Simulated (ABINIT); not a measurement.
Crystal: Pb.

```
Pb
1.0
     0.00000    2.47502    2.47502
     2.47502    0.00000    2.47502
     2.47502    2.47502    0.00000
Pb
1
Direct
  0.00000 0.00000 0.00000
```

Base run:

```yaml
Program: ABINIT 10.8.3 (patched build)
Functional: PBE
Potentials_or_basis: PseudoDojo NC FR PBE v0.4 standard
Cutoff: 653 eV
k_mesh: 7 × 7 × 7
Occupations: fermi-dirac, width 0.05 eV
Spin: spin-orbit coupling, no magnetisation
```

Its results: band gap on the k mesh none (metal or under the smearing width); pressure 2.1 GPa.

Problem. The run is repeated on the same cell with these changes: potentials or basis from PseudoDojo NC FR PBE v0.4 standard to PseudoDojo NC SR PBE v0.4.1 standard; cutoff from 653 eV to 707 eV; spin from spin-orbit coupling, no magnetisation to no spin polarisation. What comes out?

Solution. Band gap on the k mesh none (metal or under the smearing width); pressure 2.8 GPa.

Caveats: the cutoff is short for stress, so the pressure is rough (some runs).
